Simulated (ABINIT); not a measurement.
# GaP (F-43m) in ABINIT: settings compared, part 2 of 2

ABINIT 10.8.3 (patched build).

## Step 3: Band structure, rPW86PBE

run.abi

```
ndtset 2

pp_dirpath "./"
pseudos "Ga.GGA_PBE-JTH.xml, P.GGA_PBE-JTH.xml"

acell 7.2831660764 7.2831660764 7.2831660764
rprim
     0.0000000000     0.7071067812     0.7071067812
     0.7071067812     0.0000000000     0.7071067812
     0.7071067812     0.7071067812     0.0000000000
ntypat 2
znucl 31 15
natom 2
typat 1 2
xred
     0.0000000000     0.0000000000     0.0000000000
     0.7500000000     0.7500000000     0.7500000000

ecut 20.0
pawecutdg 40.0

ixc -144130

occopt 3
tsmear 0.05 eV

nstep 100

iomode 3
prtwf 0
prteig 0
prtebands 0
enunit 2
prtden1 1

kptopt1 1
ngkpt1 8 8 8
nshiftk1 1
shiftk1 0.0 0.0 0.0
nband1 13
tolvrs1 1.0e-9

iscf2 -2
getden2 1
nband2 17
nbdbuf2 2
tolwfr2 1.0e-12
kptopt2 -9
ndivsm2 8
prteig2 1
prtvol2 -3
kptbounds2
     0.0000000000     0.0000000000     0.0000000000
     0.5000000000     0.0000000000     0.5000000000
     0.5000000000     0.2500000000     0.7500000000
     0.3750000000     0.3750000000     0.7500000000
     0.0000000000     0.0000000000     0.0000000000
     0.5000000000     0.5000000000     0.5000000000
     0.6250000000     0.2500000000     0.6250000000
     0.5000000000     0.2500000000     0.7500000000
     0.5000000000     0.5000000000     0.5000000000
     0.3750000000     0.3750000000     0.7500000000
```

Potentials or basis: JTH PAW PBE v2.0.

Command:

```
abinit run.abi > log 2>&1
```

run.abo:

```text
.Version 10.8.3 of ABINIT
 DATASET    1 : space group F-4 3 m (#216); Bravais cF (face-center cubic)
================================================================================
 Values of the parameters that define the memory need for DATASET  1.
     intxc =       0    ionmov =       0      iscf =      17    lmnmax =      18
     lnmax =       6     mgfft =      30  mpssoang =       3    mqgrid =    3001
     natom =       2  nloc_mem =       2    nspden =       1   nspinor =       1
    nsppol =       1      nsym =      24    n1xccc =       1    ntypat =       2
    occopt =       3   xclevel =       2
       mpw =        1185          nfft =       27000          nkpt =          29
 PAW method is used; the additional fine FFT grid is defined by:
   mgfftf=        45    nfftf =     91125
================================================================================
================================================================================

 DATASET    2 : space group F-4 3 m (#216); Bravais cF (face-center cubic)
================================================================================
 Values of the parameters that define the memory need for DATASET  2.
     intxc =       0    ionmov =       0      iscf =      -2    lmnmax =      18
     lnmax =       6     mgfft =      30  mpssoang =       3    mqgrid =    3001
     natom =       2  nloc_mem =       2    nspden =       1   nspinor =       1
    nsppol =       1      nsym =      24    n1xccc =       1    ntypat =       2
    occopt =       3   xclevel =       2
       mpw =        1203          nfft =       27000          nkpt =         139
 PAW method is used; the additional fine FFT grid is defined by:
   mgfftf=        45    nfftf =     91125
================================================================================
================================================================================

--------------------------------------------------------------------------------
------------- Echo of variables that govern the present computation ------------
--------------------------------------------------------------------------------
 -outvars: echo values of preprocessed input variables --------
[... 1869 lines left out ...]
   0.11084    0.27594    0.37912    0.48575    0.48583    0.52913    0.57008    0.73347
   0.77849
 kpt# 139, nband= 17, wtk=  1.00000, kpt=  0.3750  0.3750  0.7500 (reduced coord)
  -0.34643   -0.34086   -0.34046   -0.33969   -0.33857   -0.16185   -0.05100    0.04788
   0.10848    0.27344    0.36822    0.49444    0.49461    0.53269    0.57485    0.72911
   0.77390
 Eigenvalues (   eV  ) for nkpt= 139  k points:
 kpt#   1, nband= 17, wtk=  1.00000, kpt=  0.0000  0.0000  0.0000 (reduced coord)
  -9.32099   -9.32099   -9.32099   -9.22518   -9.22518   -7.31720    5.17884    5.17884
   5.17884    6.90651    9.12307    9.12307    9.12307   14.01219   15.04546   15.04546
  17.75886
 kpt#   2, nband= 17, wtk=  1.00000, kpt=  0.0217  0.0000  0.0217 (reduced coord)
  -9.32180   -9.32070   -9.32070   -9.22529   -9.22508   -7.30893    5.09120    5.15459
   5.15459    6.99105    9.09920    9.15657    9.15657   14.05571   14.95888   15.05310
  17.79559
 kpt#   3, nband= 17, wtk=  1.00000, kpt=  0.0435  0.0000  0.0435 (reduced coord)
  -9.32417   -9.31983   -9.31983   -9.22565   -9.22478   -7.28418    4.86698    5.08440
   5.08440    7.20461    9.03142    9.25376    9.25376   14.18242   14.72769   15.07596
  17.82989
 kpt#   4, nband= 17, wtk=  1.00000, kpt=  0.0652  0.0000  0.0652 (reduced coord)
  -9.32800   -9.31840   -9.31840   -9.22624   -9.22428   -7.24308    4.56776    4.97507
   4.97507    7.48073    8.92933    9.40769    9.40769   14.34287   14.44925   15.11254
  17.91589
 kpt#   5, nband= 17, wtk=  1.00000, kpt=  0.0870  0.0000  0.0870 (reduced coord)
[... 525 lines left out ...]
   3.17764    7.68194   10.78854   12.57994   12.58046   14.58120   15.49151   19.65632
  20.09696
 kpt# 137, nband= 17, wtk=  1.00000, kpt=  0.3929  0.3929  0.7143 (reduced coord)
  -9.42273   -9.27918   -9.26792   -9.23966   -9.21493   -4.51068   -1.29754    1.28851
   3.09174    7.58999   10.58903   12.88163   12.91861   14.45592   15.46914   19.93168
  20.56120
 kpt# 138, nband= 17, wtk=  1.00000, kpt=  0.3839  0.3839  0.7321 (reduced coord)
  -9.42494   -9.27711   -9.26588   -9.24171   -9.21397   -4.44484   -1.34641    1.26872
   3.01610    7.50861   10.31650   13.21807   13.22016   14.39847   15.51265   19.95880
  21.18376
 kpt# 139, nband= 17, wtk=  1.00000, kpt=  0.3750  0.3750  0.7500 (reduced coord)
  -9.42687   -9.27527   -9.26436   -9.24353   -9.21290   -4.40414   -1.38788    1.30291
   2.95198    7.44073   10.01976   13.45446   13.45899   14.49517   15.64236   19.84016
  21.05896

== END DATASET(S) ==============================================================
================================================================================

 -outvars: echo values of variables after computation  --------
            acell      7.2831660764E+00  7.2831660764E+00  7.2831660764E+00 Bohr
           etotal1    -8.5805255295E+01
            fcart1    -2.9410096326E-29  8.1694712017E-30  1.6338942403E-29
                       2.9410096326E-29 -8.1694712017E-30 -1.6338942403E-29
            rprim      0.0000000000E+00  7.0710678120E-01  7.0710678120E-01
                       7.0710678120E-01  0.0000000000E+00  7.0710678120E-01
                       7.0710678120E-01  7.0710678120E-01  0.0000000000E+00
           strten1    -1.7069355874E-04 -1.7069355874E-04 -1.7069355874E-04
                       0.0000000000E+00  0.0000000000E+00  0.0000000000E+00
           xangst      0.0000000000E+00  0.0000000000E+00  0.0000000000E+00
                       4.0878749973E+00  4.0878749973E+00  4.0878749973E+00
             xred      0.0000000000E+00  0.0000000000E+00  0.0000000000E+00
                       7.5000000000E-01  7.5000000000E-01  7.5000000000E-01
 Calculation completed.
```

Wall time 48 s (1 thread of Arm Neoverse V2, shared host); peak memory 0.14 GiB.

What came out:

```yaml
Free_energy: -2334.8799 eV
Pressure: 5.0 GPa
Band_gap_on_the_k_mesh: 1.66 eV, indirect (least direct gap 1.73 eV)
Band_gap_along_the_path: 1.66 eV, indirect (least direct gap 1.73 eV)
Valence_electrons_inside_the_program's_atomic_spheres: Ga 11.09; P 1.61
```

Levels at the corners of the path, in eV from the valence-band top:
| point | band 7 | band 8 | band 9 | band 10 | band 11 | band 12 |
| --- | --- | --- | --- | --- | --- | --- |
| Γ | 0.00 | 0.00 | 0.00 | 1.73 | 3.94 | 3.94 |
| X | -6.77 | -2.65 | -2.65 | 1.76 | 1.88 | 10.57 |
| W | -6.58 | -3.52 | -3.37 | 4.78 | 4.85 | 6.16 |
| K | -6.57 | -3.88 | -2.23 | 2.26 | 4.84 | 8.28 |
| Γ | 0.00 | 0.00 | 0.00 | 1.73 | 3.94 | 3.94 |
| L | -6.61 | -1.11 | -1.11 | 1.66 | 4.80 | 4.80 |
| U | -6.57 | -3.88 | -2.23 | 2.26 | 4.84 | 8.28 |
| W | -6.58 | -3.52 | -3.37 | 4.78 | 4.85 | 6.16 |
| L | -6.61 | -1.11 | -1.11 | 1.66 | 4.80 | 4.80 |
| K | -6.57 | -3.88 | -2.23 | 2.26 | 4.84 | 8.28 |

Caveat: the PAW data sets were made with another functional, which shifts forces and pressure a little.

## Step 4: Band structure, BLYP

run.abi: that of step 3 with these lines changed.

```diff
@@ -1,7 +1,10 @@
+# Datasets: ground state, then fixed potential
 ndtset 2
 
+# Pseudopotentials
 pp_dirpath "./"
-pseudos "Ga.GGA_PBE-JTH.xml, P.GGA_PBE-JTH.xml"
+pseudos "Ga.upf, P.upf"
 
-acell 7.2831660764 7.2831660764 7.2831660764
+# Structure
+acell 3.8540855109 3.8540855109 3.8540855109 Angstrom
 rprim
@@ -18,7 +21,9 @@
 
-ecut 20.0
-pawecutdg 40.0
+# Plane-wave basis
+ecut 40.0
 
-ixc -144130
+# Exchange and correlation
+ixc -106131
 
+# Bands and occupations
 occopt 3
@@ -26,4 +31,6 @@
 
+# SCF cycle
 nstep 100
 
+# Output
 iomode 3
@@ -32,5 +39,6 @@
 prtebands 0
-enunit 2
+enunit 1
 prtden1 1
 
+# Dataset 1
 kptopt1 1
@@ -40,4 +48,5 @@
 nband1 13
-tolvrs1 1.0e-9
+tolvrs1 1.0e-10
 
+# Dataset 2: bands along G-X-W-K-G-L-U-W-L-K
 iscf2 -2
```

Potentials or basis: PseudoDojo NC SR PBE v0.4.1 standard.

Command:

```
abinit run.abi > log 2>&1
```

Wall time 3.2 min (1 thread of Arm Neoverse V2, shared host); peak memory 0.2 GiB.

Results (log left out):

- Free energy: -2265.1837 eV
- Pressure: 6.1 GPa
- Band gap on the k mesh: 1.66 eV, indirect (least direct gap 1.71 eV)
- Band gap along the path: 1.66 eV, indirect (least direct gap 1.71 eV)
- Valence electrons inside the program's atomic spheres: Ga 10.85; P 2.83

Levels at the corners of the path, in eV from the valence-band top:
```tsv
point	band 6	band 7	band 8	band 9	band 10	band 11	band 12	band 13
Γ	-12.49	0.00	0.00	0.00	1.71	3.92	3.92	3.92
X	-9.53	-6.80	-2.65	-2.65	1.84	1.91	10.54	10.54
W	-9.45	-6.61	-3.50	-3.35	4.83	4.87	6.15	6.28
K	-9.57	-6.60	-3.85	-2.23	2.31	4.87	8.26	8.30
Γ	-12.49	0.00	0.00	0.00	1.71	3.92	3.92	3.92
L	-10.44	-6.61	-1.11	-1.11	1.66	4.80	4.80	8.53
U	-9.57	-6.60	-3.85	-2.23	2.31	4.87	8.26	8.30
W	-9.45	-6.61	-3.50	-3.35	4.83	4.87	6.15	6.28
L	-10.44	-6.61	-1.11	-1.11	1.66	4.80	4.80	8.53
K	-9.57	-6.60	-3.85	-2.23	2.31	4.87	8.26	8.30
```

Caveat: the potentials were made for another functional, which shifts forces and pressure.

## Step 5: The runs side by side

| level | potentials or basis | spin | cutoff (eV) | fine-grid cutoff | gap on the mesh (eV) | pressure (GPa) |
| --- | --- | --- | --- | --- | --- | --- |
| LDA | JTH PAW LDA v2.0 | SOC, no magnetisation | 544 | 1088.46 eV | 1.46 | -2.8 |
| rPW86PBE | JTH PAW PBE v2.0 | off | 544 | 1088.46 eV | 1.66 | 5.0 |
| BLYP | PseudoDojo NC SR PBE v0.4.1 standard | off | 1088 | - | 1.66 | 6.1 |

Alike in all rows: task band structure; cell as given; k mesh 8 × 8 × 8; smearing fermi-dirac 0.05 eV.

Caveats: the PAW data sets were made with another functional, which shifts forces and pressure a little (some runs); the potentials were made for another functional, which shifts forces and pressure (some runs).

Total energies depend on the potentials used, so only differences within one code and one set of settings carry meaning.

## Step 6: Comparison with measurements

Step 2. A measured gap of GaP is 2.34 eV (indirect; 10 K; quoted in “Stacking defects in GaP nanowires: Electronic structure and optical properties”, 2018, arxiv:1810.01194); the calculated 1.41 eV misses it by -0.93 eV. The value is that of LDA, without temperature or zero-point motion. Semilocal functionals fall short of measured gaps as a rule.

Step 3. A measured gap of GaP is 2.34 eV (indirect; 10 K; quoted in “Stacking defects in GaP nanowires: Electronic structure and optical properties”, 2018, arxiv:1810.01194); the calculated 1.66 eV misses it by -0.68 eV. Spin-orbit coupling on Ga is left out. The value is that of rPW86PBE, without temperature or zero-point motion.

Step 4. Against the measured gap of GaP, 2.34 eV (indirect; 10 K; quoted in “Stacking defects in GaP nanowires: Electronic structure and optical properties”, 2018, arxiv:1810.01194), the calculated 1.66 eV is off by -0.68 eV. Spin-orbit coupling on Ga is left out. The value is that of BLYP, without temperature or zero-point motion. Semilocal functionals fall short of measured gaps as a rule.
